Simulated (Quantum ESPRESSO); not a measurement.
# Pb in Quantum ESPRESSO: further runs

The runs below take Pb through work function, with PBE.

Everything below comes from runs of Quantum ESPRESSO 7.5. Logs are shortened: lines on timing, memory, paths and dates and some standing lists are left out, and cuts for length are marked.

## (1) The structure

The cell holds a slab with vacuum, 5 atoms: a = 3.480 Å, b = 3.480 Å, c = 26.180 Å, α = 90.00°, β = 90.00°, γ = 120.00°.

The slab is cut from a database's or a generator's crystal, which needn't be the stable form of the element.

## (2) Work function, PBE

Contents of pw.in:

```
&CONTROL
  calculation = 'scf'
  prefix = 'pwscf'
  outdir = './tmp'
  pseudo_dir = './pseudo'
  tprnfor = .true.
  disk_io = 'low'
/
&SYSTEM
  ibrav = 0
  celldm(1) = 8
  nat = 5
  ntyp = 1
  ecutwfc = 56
  nbnd = 46
  occupations = 'smearing'
  smearing = 'fd'
  degauss = 0.00367493
/
&ELECTRONS
  conv_thr = 5d-09
  electron_maxstep = 150
  mixing_beta = 0.3
  mixing_mode = 'local-TF'
/
ATOMIC_SPECIES
Pb   207.2000 Pb.upf
CELL_PARAMETERS alat
  0.8220310273332  -0.0000000000000   0.0000000000000
 -0.4110155136762   0.7118997523751   0.0000000000000
  0.0000000000000   0.0000000000000   6.1841287428378
ATOMIC_POSITIONS crystal
Pb     0.6666666667    0.3333333334    0.2864782277
Pb     0.3333333333    0.6666666666    0.3932391138
Pb     0.6666666667    0.3333333334    0.5000000000
Pb     0.3333333333    0.6666666666    0.6067608862
Pb     0.6666666667    0.3333333334    0.7135217723
K_POINTS automatic
9 9 1 0 0 0
```

Contents of pp_density.in:

```
&INPUTPP
  prefix = 'pwscf'
  outdir = './tmp'
  filplot = 'density.dat'
  plot_num = 0
/
&PLOT
  nfile = 1
  filepp(1) = 'density.dat'
  iflag = 3
  output_format = 6
  fileout = 'density.cube'
/
```

Contents of pp_potential.in:

```
&INPUTPP
  prefix = 'pwscf'
  outdir = './tmp'
  filplot = 'potential.dat'
  plot_num = 11
/
&PLOT
  nfile = 1
  filepp(1) = 'potential.dat'
  iflag = 3
  output_format = 6
  fileout = 'potential.cube'
/
```

Contents of pp_elf.in:

```
&INPUTPP
  prefix = 'pwscf'
  outdir = './tmp'
  filplot = 'elf.dat'
  plot_num = 8
/
&PLOT
  nfile = 1
  filepp(1) = 'elf.dat'
  iflag = 3
  output_format = 6
  fileout = 'elf.cube'
/
```

Potentials or basis: PseudoDojo 0.4.1 SR PBE standard.

Launch:

```bash
$ OMP_NUM_THREADS=1 mpirun -n 2 pw.x -nk 2 -in pw.in > pw.out
$ OMP_NUM_THREADS=1 mpirun -n 1 pp.x -in pp_density.in > pp_density.out
$ OMP_NUM_THREADS=1 mpirun -n 1 pp.x -in pp_potential.in > pp_potential.out
$ OMP_NUM_THREADS=1 mpirun -n 1 pp.x -in pp_elf.in > pp_elf.out
```

pw.out:

```text
This program is part of the open-source Quantum ESPRESSO suite
     for quantum simulation of materials; please cite
[... 6 lines left out ...]
     using ibrav=0 with symmetry is DISCOURAGED, use correct ibrav instead

     K-points division:     npool     =       2
     Subspace diagonalization in iterative solution of the eigenvalue problem:
     a serial algorithm will be used

     G-vector sticks info
     --------------------
     sticks:   dense  smooth     PW     G-vecs:    dense   smooth      PW
     Sum         673     673    199               105007   105007   16873

     Using Slab Decomposition

     bravais-lattice index     =            0
     lattice parameter (alat)  =       8.0000  a.u.
     unit-cell volume          =    1852.9152 (a.u.)^3
     number of atoms/cell      =            5
     number of atomic types    =            1
     number of electrons       =        70.00
     number of Kohn-Sham states=           46
     kinetic-energy cutoff     =      56.0000  Ry
     charge density cutoff     =     224.0000  Ry
     scf convergence threshold =      5.0E-09
     mixing beta               =       0.3000
     number of iterations used =            8  local-TF  mixing
     Exchange-correlation= PBE
                           (   1   4   3   4   0   0   0)

     celldm(1)=   8.000000  celldm(2)=   0.000000  celldm(3)=   0.000000
     celldm(4)=   0.000000  celldm(5)=   0.000000  celldm(6)=   0.000000

     crystal axes: (cart. coord. in units of alat)
               a(1) = (   0.822031  -0.000000   0.000000 )
               a(2) = (  -0.411016   0.711900   0.000000 )
               a(3) = (   0.000000   0.000000   6.184129 )

     reciprocal axes: (cart. coord. in units 2 pi/alat)
               b(1) = (  1.216499  0.702346 -0.000000 )
               b(2) = (  0.000000  1.404692 -0.000000 )
               b(3) = ( -0.000000 -0.000000  0.161704 )

     PseudoPot. # 1 for Pb read from file:
     Pb.upf
     Pseudo is Norm-conserving + core correction, Zval = 14.0
     Generated using ONCVPSP code by D. R. Hamann
     Using radial grid of 1678 points,  6 beta functions with:
                l(1) =   0
                l(2) =   0
                l(3) =   1
                l(4) =   1
                l(5) =   2
                l(6) =   2

     atomic species   valence    mass     pseudopotential
     Pb               14.00   207.20000     Pb( 1.00)

     12 Sym. Ops. (no inversion) found

   Cartesian axes

     site n.     atom                  positions (alat units)
         1        Pb     tau(   1) = (   0.4110155   0.2372999   1.7716182  )
         2        Pb     tau(   2) = (  -0.0000000   0.4745998   2.4318413  )
         3        Pb     tau(   3) = (   0.4110155   0.2372999   3.0920644  )
         4        Pb     tau(   4) = (  -0.0000000   0.4745998   3.7522874  )
         5        Pb     tau(   5) = (   0.4110155   0.2372999   4.4125105  )

     number of k points=    12  Fermi-Dirac smearing, width (Ry)=  0.0037
                       cart. coord. in units 2pi/alat
        k(    1) = (   0.0000000   0.0000000   0.0000000), wk =   0.0246914
        k(    2) = (   0.0000000   0.1560769   0.0000000), wk =   0.1481481
        k(    3) = (   0.0000000   0.3121538   0.0000000), wk =   0.1481481
        k(    4) = (   0.0000000   0.4682307   0.0000000), wk =   0.1481481
        k(    5) = (   0.0000000   0.6243076   0.0000000), wk =   0.1481481
        k(    6) = (   0.1351666   0.2341154   0.0000000), wk =   0.1481481
        k(    7) = (   0.1351666   0.3901923   0.0000000), wk =   0.2962963
        k(    8) = (   0.1351666   0.5462692   0.0000000), wk =   0.2962963
        k(    9) = (   0.1351666   0.7023461   0.0000000), wk =   0.1481481
        k(   10) = (   0.2703331   0.4682307   0.0000000), wk =   0.1481481
        k(   11) = (   0.2703331   0.6243076   0.0000000), wk =   0.2962963
        k(   12) = (   0.4054997   0.7023461   0.0000000), wk =   0.0493827

     Dense  grid:   105007 G-vectors     FFT dimensions: (  32,  32, 240)

     Initial potential from superposition of free atoms

     starting charge      69.9893, renormalised to      70.0000

     negative rho (up, down):  1.181E-05 0.000E+00
     Starting wfcs are   45 randomized atomic wfcs +    1 random wfcs

     Self-consistent Calculation

     iteration #  1     ecut=    56.00 Ry     beta= 0.30
     Davidson diagonalization with overlap
     ethr =  1.00E-02,  avg # of iterations =  5.2

     Threshold (ethr) on eigenvalues was too large:
     Diagonalizing with lowered threshold

     Davidson diagonalization with overlap
     ethr =  1.05E-04,  avg # of iterations =  6.7

     total energy              =    -703.79839673 Ry
     estimated scf accuracy    <       0.07777597 Ry

     iteration #  2     ecut=    56.00 Ry     beta= 0.30
     Davidson diagonalization with overlap
     ethr =  1.11E-04,  avg # of iterations =  1.6

     total energy              =    -703.78451257 Ry
     estimated scf accuracy    <       0.05530431 Ry

     iteration #  3     ecut=    56.00 Ry     beta= 0.30
     Davidson diagonalization with overlap
     ethr =  7.90E-05,  avg # of iterations =  6.7

     total energy              =    -703.79014519 Ry
     estimated scf accuracy    <       0.00263181 Ry

     iteration #  4     ecut=    56.00 Ry     beta= 0.30
     Davidson diagonalization with overlap
     ethr =  3.76E-06,  avg # of iterations =  7.7

     total energy              =    -703.78964587 Ry
     estimated scf accuracy    <       0.00228165 Ry

     iteration #  5     ecut=    56.00 Ry     beta= 0.30
     Davidson diagonalization with overlap
     ethr =  3.26E-06,  avg # of iterations =  6.8

     total energy              =    -703.78978121 Ry
     estimated scf accuracy    <       0.00088983 Ry

     iteration #  6     ecut=    56.00 Ry     beta= 0.30
     Davidson diagonalization with overlap
     ethr =  1.27E-06,  avg # of iterations =  1.9

     total energy              =    -703.78955639 Ry
     estimated scf accuracy    <       0.00063716 Ry

     iteration #  7     ecut=    56.00 Ry     beta= 0.30
     Davidson diagonalization with overlap
     ethr =  9.10E-07,  avg # of iterations =  5.9
[... 31 lines left out ...]
     iteration # 11     ecut=    56.00 Ry     beta= 0.30
     Davidson diagonalization with overlap
     ethr =  5.29E-09,  avg # of iterations =  3.8

     negative rho (up, down):  1.029E-05 0.000E+00

     total energy              =    -703.78975653 Ry
     estimated scf accuracy    <       0.00000040 Ry

     iteration # 12     ecut=    56.00 Ry     beta= 0.30
     Davidson diagonalization with overlap
     ethr =  5.77E-10,  avg # of iterations =  2.1

     negative rho (up, down):  1.085E-05 0.000E+00

     total energy              =    -703.78975686 Ry
     estimated scf accuracy    <       0.00000012 Ry

     iteration # 13     ecut=    56.00 Ry     beta= 0.30
     Davidson diagonalization with overlap
     ethr =  1.67E-10,  avg # of iterations =  2.8

     negative rho (up, down):  8.216E-06 0.000E+00

     total energy              =    -703.78975687 Ry
     estimated scf accuracy    <          5.5E-09 Ry

     iteration # 14     ecut=    56.00 Ry     beta= 0.30
     Davidson diagonalization with overlap
     ethr =  7.83E-12,  avg # of iterations =  2.8

     End of self-consistent calculation

          k = 0.0000 0.0000 0.0000 ( 13095 PWs)   bands (ev):

   -12.5168 -12.4743 -12.4743 -12.4321 -12.4317 -12.3911 -12.3911 -12.3728
   -12.3702 -12.3491 -12.3491 -12.3472 -12.3472 -12.3388 -12.3388 -12.3087
   -12.3087 -12.2381 -12.2381 -12.2171 -12.2171 -12.1335 -12.1335 -12.1224
   -12.1224  -7.1275  -6.5936  -5.8304  -4.7691  -3.7705   0.9834   2.5671
     4.6125   6.7248   8.0052   8.2140   9.7095   9.9373  10.4235  10.4235
    10.8581  10.8581  11.3577  11.3577  11.8335  11.8861

          k = 0.0000 0.1561 0.0000 ( 13099 PWs)   bands (ev):

   -12.5102 -12.4751 -12.4452 -12.4250 -12.4213 -12.4072 -12.3830 -12.3710
   -12.3660 -12.3476 -12.3388 -12.3276 -12.3224 -12.3211 -12.3147 -12.3107
   -12.2993 -12.2473 -12.2388 -12.2259 -12.2145 -12.1494 -12.1415 -12.1334
   -12.1199  -6.9114  -6.3789  -5.6214  -4.5735  -3.5979   1.2250   2.7710
     4.7635   6.8311   8.1507   8.3106   8.3814   8.8547   9.4563   9.6285
     9.7688   9.9514  10.1398  10.5019  10.6116  10.8038

          k = 0.0000 0.3122 0.0000 ( 13060 PWs)   bands (ev):

   -12.5355 -12.4573 -12.4512 -12.4277 -12.4256 -12.3869 -12.3724 -12.3666
   -12.3658 -12.3448 -12.3390 -12.3053 -12.3038 -12.2890 -12.2890 -12.2455
   -12.2388 -12.2348 -12.2099 -12.2068 -12.1881 -12.1787 -12.1752 -12.1329
   -12.1147  -6.2643  -5.7387  -5.0021  -3.9993  -3.0995   1.9164   3.2754
     4.7959   5.4241   6.0067   6.3120   7.1432   7.7665   7.9978   8.4156
     8.9041   8.9858   9.0559   9.7576  10.4296  10.4497

          k = 0.0000 0.4682 0.0000 ( 13130 PWs)   bands (ev):

   -12.5726 -12.5000 -12.4685 -12.4631 -12.4374 -12.4049 -12.3976 -12.3834
   -12.3618 -12.3404 -12.3155 -12.3013 -12.2961 -12.2828 -12.2675 -12.1969
   -12.1788 -12.1695 -12.1571 -12.1550 -12.1396 -12.1340 -12.1237 -12.1197
   -12.1073  -5.2140  -4.7095  -4.0265  -3.1348  -2.4247   2.4841   2.5149
     3.3019   3.3806   4.4168   4.7282   5.4092   6.6474   7.4589   8.0537
     8.3646   8.8605   9.0826   9.8031   9.8623   9.8777

          k = 0.0000 0.6243 0.0000 ( 13100 PWs)   bands (ev):

   -12.5968 -12.5278 -12.4916 -12.4860 -12.4596 -12.4182 -12.4141 -12.3965
   -12.3949 -12.3640 -12.3178 -12.3101 -12.2856 -12.2697 -12.2167 -12.1784
   -12.1509 -12.1488 -12.1204 -12.1111 -12.0932 -12.0911 -12.0878 -12.0698
   -12.0692  -3.9492  -3.5106  -2.9932  -2.4524  -2.2661   1.1368   1.2286
     1.6927   2.3471   3.2414   4.4539   5.8707   6.9437   7.0773   7.5475
     7.7745   8.1896   8.3643   9.3866  10.2258  10.4136
[... 30 lines left out ...]
   -12.5670 -12.5270 -12.4712 -12.4696 -12.4432 -12.4370 -12.3930 -12.3776
   -12.3689 -12.3588 -12.3312 -12.3145 -12.2966 -12.2645 -12.2292 -12.1774
   -12.1664 -12.1407 -12.1270 -12.1193 -12.1081 -12.0921 -12.0855 -12.0799
   -12.0791  -3.4797  -3.0910  -2.6979  -2.3619  -2.3610   1.1556   1.2034
     1.7201   2.1620   3.0286   4.8679   5.3780   5.9212   6.4084   6.7742
     6.9316   7.6119   8.3282   8.4928   8.7280  10.9789

          k = 0.2703 0.4682 0.0000 ( 13118 PWs)   bands (ev):

   -12.4974 -12.4879 -12.4625 -12.4528 -12.4055 -12.3960 -12.3686 -12.3576
   -12.3534 -12.3383 -12.3118 -12.3061 -12.2979 -12.2845 -12.2615 -12.2362
   -12.2143 -12.2026 -12.1941 -12.1726 -12.1409 -12.1231 -12.1178 -12.0901
   -12.0779  -4.6172  -4.1322  -3.4973  -2.7009  -2.1342   2.7029   2.7339
     3.3464   3.5696   3.6196   4.0616   5.2514   5.4247   5.6598   6.4780
     6.5406   7.4739   7.4954   9.0612   9.0925  10.3277

          k = 0.2703 0.6243 0.0000 ( 13154 PWs)   bands (ev):

   -12.5153 -12.4860 -12.4708 -12.4459 -12.3931 -12.3887 -12.3756 -12.3591
   -12.3499 -12.3280 -12.3061 -12.3051 -12.2877 -12.2843 -12.2453 -12.2066
   -12.1871 -12.1818 -12.1556 -12.1487 -12.1443 -12.1363 -12.1308 -12.0914
   -12.0817  -3.4354  -3.0376  -2.6169  -2.2143  -2.1218   1.8537   1.8645
     2.2433   2.7612   3.2350   4.0517   4.3178   4.7186   5.1222   5.6794
     6.3849   6.9192   7.4036   8.6291   8.8291  10.6836

          k = 0.4055 0.7023 0.0000 ( 13164 PWs)   bands (ev):

   -12.5152 -12.4803 -12.4478 -12.4048 -12.4013 -12.3602 -12.3531 -12.3507
   -12.3487 -12.3407 -12.3345 -12.2407 -12.2393 -12.2390 -12.2376 -12.2363
   -12.2018 -12.2001 -12.1934 -12.1598 -12.1570 -12.1497 -12.1449 -12.1195
   -12.1037  -2.6040  -2.5281  -2.3778  -2.2902  -2.2460   1.9535   2.3378
     2.4795   2.5214   3.1768   3.2903   3.4903   4.0339   4.2780   5.1430
     6.0784   6.8220   7.4159   8.6011   9.0277  10.0104

     the Fermi energy is     4.7198 ev

!    total energy              =    -703.78975684 Ry
     estimated scf accuracy    <          2.0E-09 Ry
     smearing contrib. (-TS)   =      -0.00202446 Ry
     internal energy E=F+TS    =    -703.78773238 Ry

     The total energy is F=E-TS. E is the sum of the following terms:
     one-electron contribution =   -3186.34426010 Ry
     hartree contribution      =    1627.09582431 Ry
     xc contribution           =    -199.91501163 Ry
     ewald contribution        =    1055.37571504 Ry

     convergence has been achieved in  14 iterations

     Forces acting on atoms (cartesian axes, Ry/au):

     atom    1 type  1   force =     0.00000000    0.00000000   -0.00191833
     atom    2 type  1   force =     0.00000000   -0.00000000   -0.01283642
     atom    3 type  1   force =     0.00000000   -0.00000000    0.00000000
     atom    4 type  1   force =     0.00000000    0.00000000    0.01283642
     atom    5 type  1   force =     0.00000000   -0.00000000    0.00191833

     Total force =     0.018355     Total SCF correction =     0.000041

=------------------------------------------------------------------------------=
   JOB DONE.
=------------------------------------------------------------------------------=
```

It took 77 s on 2 MPI ranks of Arm Neoverse V2, shared host; peak memory 0.48 GiB.

What came out:

```yaml
Free_energy: -9575.5475 eV
Largest_force: 0.330 eV/Å
Band_gap_on_the_k_mesh: none (metal or under the smearing width)
Work_function_of_the_upper_face: 3.59 eV
Work_function_of_the_lower_face: 3.59 eV
```

Forces on the atoms (eV/Å):
```
Pb   0.000  0.000 -0.049
Pb   0.000  0.000 -0.330
Pb   0.000  0.000  0.000
Pb   0.000  0.000  0.330
Pb   0.000  0.000  0.049
```

Levels at points of the mesh, in eV from the Fermi level:
```tsv
k point	band 33	band 34	band 35	band 36	band 37	band 38
(0.00, 0.00, 0.00)	-0.11	2.00	3.29	3.49	4.99	5.22
```

Spin-orbit coupling is left out, which matters for the levels of Pb.

(Continued in part 2 of 2.)
